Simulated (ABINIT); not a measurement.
# CuO (Tenorite) (Cc) in ABINIT: a series of runs

Aim: see how the results for CuO (Tenorite) move with the level of theory and the settings. Levels: PBEsol, LDA. Tasks: single point.

Everything below comes from runs of ABINIT 10.8.3 (patched build). Logs are shortened: lines on timing, memory, paths and dates and some standing lists are left out, and cuts for length are marked. The log counts tension as positive stress, the text compression.

### 1 The crystal as given

Symmetry: Cc, No. 9, monoclinic system. The conventional cell has a = 4.689 Å, b = 3.427 Å, c = 5.132 Å, α = 90.00°, β = 99.65°, γ = 90.00°. Cu (site symmetry 1) is surrounded by 4 O at 1.91 to 2.02 Å. Around O (site symmetry 1) lie 4 Cu at 1.91 to 2.02 Å.

### 2 Single point, PBEsol

run.abi

```
# Pseudopotentials
pp_dirpath "./"
pseudos "Cu.upf, O.upf"

# Structure
acell 3*1.0
rprim
     4.4307463581    -3.2378567419     0.0000000000
     4.4307463581     3.2378567419     0.0000000000
    -1.6262120467     0.0000000000     9.5609491272
ntypat 2
znucl 29 8
natom 4
typat 1 1 2 2
xred
     0.4968000000     0.0032000000     0.5000000000
     0.0032000000     0.4968000000     0.0000000000
     0.4056000000     0.5714000000     0.7537000000
     0.5714000000     0.4056000000     0.2537000000
chkprim 0
chksymtnons 0
tolsym 1.0e-6

# Plane-wave basis
ecut 42.0

# k points
kptopt 1
ngkpt 8 8 4
nshiftk 1
shiftk 0.0 0.0 0.0

# Exchange and correlation
ixc -116133

# Bands and occupations
nband 30
occopt 3
tsmear 0.00183747

# SCF cycle
nstep 100
tolvrs 1.0e-10

# Output
iomode 3
prtwf 0
prtden 0
prteig 0
prtebands 0
enunit 1
```

Potentials or basis: PseudoDojo NC SR PBEsol v0.4.1 standard.

The run is started by

```
mpirun --bind-to none -np 4 abinit run.abi > log 2>&1
```

run.abo:

```text
.Version 10.8.3 of ABINIT
 Symmetries : space group Cc (#  9); Bravais mC (1-face-center monocl.)
================================================================================
 Values of the parameters that define the memory need of the present run
     intxc =       0    ionmov =       0      iscf =       7    lmnmax =       6
     lnmax =       6     mgfft =      60  mpssoang =       3    mqgrid =    3001
     natom =       4  nloc_mem =       1    nspden =       1   nspinor =       1
    nsppol =       1      nsym =       2    n1xccc =    2501    ntypat =       2
    occopt =       3   xclevel =       2
       mpw =        3591          nfft =       77760          nkpt =          78
================================================================================
================================================================================

--------------------------------------------------------------------------------
------------- Echo of variables that govern the present computation ------------
--------------------------------------------------------------------------------
 -outvars: echo values of preprocessed input variables --------
            acell      1.0000000000E+00  1.0000000000E+00  1.0000000000E+00 Bohr
              amu      6.35460000E+01  1.59994000E+01
          chkprim           0
      chksymtnons           0
             ecut      4.20000000E+01 Hartree
           enunit           1
                       outvar_i_n : Printing only first  50 k-points.
              ixc     -116133
                       outvar_i_n : Printing only first  50 k-points.
         kptrlatt        8    0    0      0    8    0      0    0    4
          kptrlen      3.87930538E+01
            natom           4
            nband          30
            ngfft          36      36      60
             nkpt          78
            nstep         100
             nsym           2
           ntypat           2
                       prtocc : prtvol=0, do not print more k-points.
           occopt           3
           prtden           0
        prtebands           0
           prteig           0
            prtwf           0
            rprim      4.4307463581E+00 -3.2378567419E+00  0.0000000000E+00
                       4.4307463581E+00  3.2378567419E+00  0.0000000000E+00
                      -1.6262120467E+00  0.0000000000E+00  9.5609491272E+00
          spgroup           9
           tolsym      1.00000000E-06
           tolvrs      1.00000000E-10
           tsmear      1.83747000E-03 Hartree
            typat      1  1  2  2
                       outvars : Printing only first  50 k-points.
           xangst      7.4204782189E-01 -8.4573423942E-01  2.5297181946E+00
                       1.1723249992E+00  8.4573423942E-01  0.0000000000E+00
                       1.6421232314E+00  2.8408171980E-01  3.8132972066E+00
                       2.0724004087E+00 -2.8408171980E-01  1.2835790120E+00
            xcart      1.4022671557E+00 -1.5982060878E+00  4.7804745636E+00
                       2.2153731790E+00  1.5982060878E+00  0.0000000000E+00
                       3.1031631723E+00  5.3683664781E-01  7.2060873572E+00
                       3.9162691956E+00 -5.3683664781E-01  2.4256127936E+00
             xred      4.9680000000E-01  3.2000000000E-03  5.0000000000E-01
                       3.2000000000E-03  4.9680000000E-01  0.0000000000E+00
                       4.0560000000E-01  5.7140000000E-01  7.5370000000E-01
                       5.7140000000E-01  4.0560000000E-01  2.5370000000E-01
            znucl       29.00000    8.00000

================================================================================

 chkinp: Checking input parameters for consistency.

================================================================================
== DATASET  1 ==================================================================

--- !DatasetInfo
iteration_state: {dtset: 1, }
dimensions: {natom: 4, nkpt: 78, mband: 30, nsppol: 1, nspinor: 1, nspden: 1, mpw: 3591, }
cutoff_energies: {ecut:  42.0, pawecutdg:  -1.0, }
electrons: {nelect:   5.00000000E+01, charge:   0.00000000E+00, occopt:   3.00000000E+00, tsmear:   1.83747000E-03, }
meta: {optdriver: 0, ionmov: 0, optcell: 0, iscf: 7, paral_kgb: 0, }
...

 Real(R)+Recip(G) space primitive vectors, cartesian coordinates (Bohr,Bohr^-1):
 R(1)=  4.4307464 -3.2378567  0.0000000  G(1)=  0.1128478 -0.1544231  0.0191942
 R(2)=  4.4307464  3.2378567  0.0000000  G(2)=  0.1128478  0.1544231  0.0191942
 R(3)= -1.6262120  0.0000000  9.5609491  G(3)=  0.0000000  0.0000000  0.1045921
 Unit cell volume ucvol=  2.7432508E+02 bohr^3
 Angles (23,13,12)=  9.77808191E+01  9.77808191E+01  7.23164321E+01 degrees

 getcut: wavevector=  0.0000  0.0000  0.0000  ngfft=  36  36  60
[... 49 lines left out ...]
- [  4.4307464,   3.2378567,   0.0000000, ]
- [ -1.6262120,   0.0000000,   9.5609491, ]
lattice_lengths: [   5.48773,    5.48773,    9.69826, ]
lattice_angles: [ 97.781,  97.781,  72.316, ] # degrees, (23, 13, 12)
lattice_volume:   2.7432508E+02
convergence: {deltae:  6.821E-13, res2:  5.293E-11, residm:  2.924E-05, diffor: null, }
etotal    :  -4.11804807E+02
entropy   :   0.00000000E+00
fermie    :   2.52211176E-01
cartesian_stress_tensor: # hartree/bohr^3
- [  1.57246322E-04,   0.00000000E+00,   3.15161177E-05, ]
- [  0.00000000E+00,   5.55401801E-05,   0.00000000E+00, ]
- [  3.15161177E-05,   0.00000000E+00,   1.97625403E-04, ]
pressure_GPa:  -4.0249E+00
xred      :
- [  4.9680E-01,   3.2000E-03,   5.0000E-01, Cu]
- [  3.2000E-03,   4.9680E-01,   0.0000E+00, Cu]
- [  4.0560E-01,   5.7140E-01,   7.5370E-01,  O]
- [  5.7140E-01,   4.0560E-01,   2.5370E-01,  O]
cartesian_forces: # hartree/bohr
- [ -1.15916575E-02,  -6.27326738E-03,   4.43352412E-03, ]
- [ -1.15916575E-02,   6.27326738E-03,   4.43352412E-03, ]
- [  1.15916575E-02,  -8.42676416E-03,  -4.43352412E-03, ]
- [  1.15916575E-02,   8.42676416E-03,  -4.43352412E-03, ]
force_length_stats: {min:   1.39059895E-02, max:   1.50011004E-02, mean:   1.44535450E-02, }
...

 Integrated electronic density in atomic spheres:
 ------------------------------------------------
 Atom  Sphere_radius  Integrated_density
    1        2.00000         17.29480706
    2        2.00000         17.29480706
    3        2.00000          6.17942770
    4        2.00000          6.17942770
================================================================================

 ----iterations are completed or convergence reached----

 Mean square residual over all n,k,spin=   37.575E-09; max=  29.243E-06
 reduced coordinates (array xred) for    4 atoms
       0.496800000000      0.003200000000      0.500000000000
       0.003200000000      0.496800000000      0.000000000000
       0.405600000000      0.571400000000      0.753700000000
       0.571400000000      0.405600000000      0.253700000000
 rms dE/dt=  5.8261E-02; max dE/dt=  7.1675E-02; dE/dt below (all hartree)
    1       0.031051516162      0.071675398311     -0.061197811117
    2       0.071675398311      0.031051516162     -0.061197811117
    3      -0.078640586690     -0.024071276406      0.061280572298
    4      -0.024071276406     -0.078640586690      0.061280572298

 cartesian coordinates (angstrom) at end:
    1      0.74204782189079    -0.84573423941742     2.52971819464239
    2      1.17232499920367     0.84573423941742     0.00000000000000
    3      1.64212323136254     0.28408171980431     3.81329720660394
    4      2.07240040867542    -0.28408171980431     1.28357901196155

 cartesian forces (hartree/bohr) at end:
    1     -0.01159165753154    -0.00627326737839     0.00443352412238
    2     -0.01159165753154     0.00627326737839     0.00443352412238
    3      0.01159165753154    -0.00842676415826    -0.00443352412238
    4      0.01159165753154     0.00842676415826    -0.00443352412238
 frms,max,avg= 8.3507441E-03 1.1591658E-02  -8.493E-07  0.000E+00 -4.473E-06 h/b

 cartesian forces (eV/Angstrom) at end:
    1     -0.59606699615339    -0.32258437864720     0.22798097673367
    2     -0.59606699615339     0.32258437864720     0.22798097673367
    3      0.59606699615339    -0.43332163544715    -0.22798097673367
    4      0.59606699615339     0.43332163544715    -0.22798097673367
 frms,max,avg= 4.2941253E-01 5.9606700E-01  -4.367E-05  0.000E+00 -2.300E-04 e/A
 length scales=  1.000000000000  1.000000000000  1.000000000000 bohr
              =  0.529177210544  0.529177210544  0.529177210544 angstroms
 Fermi (or HOMO) energy (eV) =   6.86302   Average Vxc (eV)= -12.58936
 Eigenvalues (   eV  ) for nkpt=  78  k points:
 kpt#   1, nband= 30, wtk=  0.00391, kpt=  0.0000  0.0000  0.0000 (reduced coord)
-105.36727 -105.36658  -63.09213  -63.09206  -63.05665  -63.04773  -62.63712  -62.63666
 -13.02167  -11.66486   -1.40311    1.24727    1.62477    3.49225    3.54323    3.60595
   3.86748    4.11694    4.17290    4.41033    4.61001    4.73810    4.81446    5.29988
   7.07779    7.77030    8.47185   12.71286   14.87796   20.01773
 prteigrs : prtvol=0 or 1, do not print more k-points.

--- !EnergyTerms
iteration_state     : {dtset: 1, }
comment             : Components of total free energy in Hartree
kinetic             :  1.95996248919542E+02
hartree             :  1.35302330843081E+02
xc                  : -5.43571696497916E+01
Ewald energy        : -2.48309193655963E+02
psp_core            :  1.01572899256507E+01
local_psp           : -3.78502604338669E+02
non_local_psp       : -7.20910603410403E+01
internal            : -4.11804158297190E+02
'-kT*entropy'       : -6.48853866750148E-04
total_energy        : -4.11804807151057E+02
total_energy_eV     : -1.12057796653391E+04
band_energy         : -4.11207775445108E+01
...

 Cartesian components of stress tensor (hartree/bohr^3)
  sigma(1 1)=  1.57246322E-04  sigma(3 2)=  0.00000000E+00
  sigma(2 2)=  5.55401801E-05  sigma(3 1)=  3.15161177E-05
  sigma(3 3)=  1.97625403E-04  sigma(2 1)=  0.00000000E+00

-Cartesian components of stress tensor (GPa)         [Pressure= -4.0249E+00 GPa]
- sigma(1 1)=  4.62634651E+00  sigma(3 2)=  0.00000000E+00
- sigma(2 2)=  1.63404851E+00  sigma(3 1)=  9.27236194E-01
- sigma(3 3)=  5.81434010E+00  sigma(2 1)=  0.00000000E+00

== END DATASET(S) ==============================================================
================================================================================

 -outvars: echo values of variables after computation  --------
            acell      1.0000000000E+00  1.0000000000E+00  1.0000000000E+00 Bohr
           etotal     -4.1180480715E+02
            fcart     -1.1591657532E-02 -6.2732673784E-03  4.4335241224E-03
                      -1.1591657532E-02  6.2732673784E-03  4.4335241224E-03
                       1.1591657532E-02 -8.4267641583E-03 -4.4335241224E-03
                       1.1591657532E-02  8.4267641583E-03 -4.4335241224E-03
            rprim      4.4307463581E+00 -3.2378567419E+00  0.0000000000E+00
                       4.4307463581E+00  3.2378567419E+00  0.0000000000E+00
                      -1.6262120467E+00  0.0000000000E+00  9.5609491272E+00
           strten      1.5724632177E-04  5.5540180058E-05  1.9762540318E-04
                       0.0000000000E+00  3.1516117657E-05  0.0000000000E+00
           xangst      7.4204782189E-01 -8.4573423942E-01  2.5297181946E+00
                       1.1723249992E+00  8.4573423942E-01  0.0000000000E+00
                       1.6421232314E+00  2.8408171980E-01  3.8132972066E+00
                       2.0724004087E+00 -2.8408171980E-01  1.2835790120E+00
             xred      4.9680000000E-01  3.2000000000E-03  5.0000000000E-01
                       3.2000000000E-03  4.9680000000E-01  0.0000000000E+00
                       4.0560000000E-01  5.7140000000E-01  7.5370000000E-01
                       5.7140000000E-01  4.0560000000E-01  2.5370000000E-01
 Calculation completed.
```

Run time: 92 s. Hardware: 4 MPI ranks of Arm Neoverse V1, shared host; peak memory 0.44 GiB.

Results:

```yaml
Free_energy: -11205.7797 eV
Pressure: -4.0 GPa
Largest_force: 0.771 eV/Å
Band_gap_on_the_k_mesh: none (metal or under the smearing width)
Valence_electrons_inside_the_program's_atomic_spheres: Cu 17.29; O 6.18
```

Forces in eV/Å, atoms in the order of the input:
```
Cu  -0.596 -0.323  0.228
Cu  -0.596  0.323  0.228
O    0.596 -0.433 -0.228
O    0.596  0.433 -0.228
```

Stress tensor (GPa, compression positive):
```
-4.63  0.00 -0.93
 0.00 -1.63  0.00
-0.93  0.00 -5.81
```

Levels at points of the mesh, in eV from the Fermi level:
```
           k point  band 21  band 22  band 23  band 24  band 25  band 26  band 27  band 28  band 29  band 30
(0.00, 0.00, 0.00)    -2.25    -2.12    -2.05    -1.56     0.21     0.91     1.61     5.85     8.01    13.15
(0.50, 0.00, 0.00)    -1.96    -1.51    -1.44    -1.31    -0.05     0.27     4.72     6.13     6.82    10.93
(0.50, 0.50, 0.00)    -2.04    -2.03    -1.66    -1.12    -0.59     1.05     3.19     6.87     8.40     9.83
(0.00, 0.00, 0.50)    -2.16    -2.16    -1.42    -1.42     0.23     0.23     3.81     3.81    11.50    11.50
(0.50, 0.00, 0.50)    -2.11    -2.05    -1.65    -1.51    -0.08     0.73     4.97     6.38     7.90     8.38
(0.50, 0.50, 0.50)    -1.58    -1.58    -1.21    -1.21    -0.43    -0.43     5.07     5.07     8.84     8.84
```

Caveat: the run has no spin polarisation, though such a crystal can be magnetic; semilocal functionals often make such compounds metallic where correlation or magnetic order opens a gap, which also shifts bond lengths.

### 3 Single point, LDA

run.abi

```
pp_dirpath "./"
pseudos "Cu.upf, O.upf"

acell 2.903984019 2.903984019 5.1321 Angstrom
rprim
     0.8073908068    -0.5900170210     0.0000000000
     0.8073908068     0.5900170210     0.0000000000
    -0.1676807457     0.0000000000     0.9858413501
ntypat 2
znucl 29 8
natom 4
typat 1 1 2 2
xred
     0.4968000000     0.0032000000     0.5000000000
     0.0032000000     0.4968000000     0.0000000000
     0.4056000000     0.5714000000     0.7537000000
     0.5714000000     0.4056000000     0.2537000000
chkprim 0
chksymtnons 0
tolsym 1.0e-6

ecut 1251.723767 eV

kptopt 1
ngkpt 8 8 4
nshiftk 1
shiftk 0.0 0.0 0.0

ixc 7

nband 30
occopt 3
tsmear 0.05 eV

nstep 100
tolvrs 1.0e-10

iomode 3
prtwf 0
prtden 0
prteig 0
prtebands 0
enunit 1
```

Potentials or basis: PseudoDojo NC SR LDA v0.4.1 standard.

The run is started by

```
mpirun --bind-to none -np 4 abinit run.abi > log 2>&1
```

run.abo:

```text
.Version 10.8.3 of ABINIT
 Symmetries : space group Cc (#  9); Bravais mC (1-face-center monocl.)
================================================================================
 Values of the parameters that define the memory need of the present run
     intxc =       0    ionmov =       0      iscf =       7    lmnmax =       6
     lnmax =       6     mgfft =      60  mpssoang =       3    mqgrid =    3001
     natom =       4  nloc_mem =       1    nspden =       1   nspinor =       1
    nsppol =       1      nsym =       2    n1xccc =    2501    ntypat =       2
    occopt =       3   xclevel =       1
       mpw =        4107          nfft =       77760          nkpt =          78
================================================================================
================================================================================

--------------------------------------------------------------------------------
------------- Echo of variables that govern the present computation ------------
[... 235 lines left out ...]
 -outvars: echo values of variables after computation  --------
            acell      5.4877344699E+00  5.4877344699E+00  9.6982634508E+00 Bohr
           etotal     -4.1185952228E+02
            fcart     -1.1027480827E-02 -5.7529256108E-03  4.1338075391E-03
                      -1.1027480827E-02  5.7529256108E-03  4.1338075391E-03
                       1.1027480827E-02 -1.0466744403E-02 -4.1338075391E-03
                       1.1027480827E-02  1.0466744403E-02 -4.1338075391E-03
            rprim      8.0739080680E-01 -5.9001702100E-01  0.0000000000E+00
                       8.0739080680E-01  5.9001702100E-01  0.0000000000E+00
                      -1.6768074570E-01  0.0000000000E+00  9.8584135010E-01
           strten      3.6311071013E-04  1.9968172409E-04  4.2189753325E-04
                       0.0000000000E+00  4.6900628598E-06  0.0000000000E+00
           xangst      7.4204782251E-01 -8.4573423996E-01  2.5297181964E+00
                       1.1723250000E+00  8.4573423996E-01  0.0000000000E+00
                       1.6421232327E+00  2.8408171999E-01  3.8132972093E+00
                       2.0724004102E+00 -2.8408171999E-01  1.2835790129E+00
             xred      4.9680000000E-01  3.2000000000E-03  5.0000000000E-01
                       3.2000000000E-03  4.9680000000E-01  0.0000000000E+00
                       4.0560000000E-01  5.7140000000E-01  7.5370000000E-01
                       5.7140000000E-01  4.0560000000E-01  2.5370000000E-01
 Calculation completed.
```

It took 4.1 min on 4 MPI ranks of Intel Xeon at 2.50GHz (Skylake/Cascade Lake), shared host; peak memory 0.4 GiB.

What came out:

```
Free energy                                           : -11207.2685 eV
Pressure                                              : -9.7 GPa
Largest force                                         : 0.810 eV/Å
Band gap on the k mesh                                : none (metal or under the smearing width)
Valence electrons inside the program's atomic spheres : Cu 17.30; O 6.17
```

Forces on the atoms (eV/Å):
```
Cu  -0.567 -0.296  0.213
Cu  -0.567  0.296  0.213
O    0.567 -0.538 -0.213
O    0.567  0.538 -0.213
```

Stress tensor (GPa, compression positive):
```
-10.68   0.00  -0.14
  0.00  -5.87   0.00
 -0.14   0.00 -12.41
```

Caveat: the run has no spin polarisation, though such a crystal can be magnetic; semilocal functionals often make such compounds metallic where correlation or magnetic order opens a gap, which also shifts bond lengths. With open d or f shells a metallic result of LDA can be an artefact of self-interaction; +U or a hybrid may open a gap.
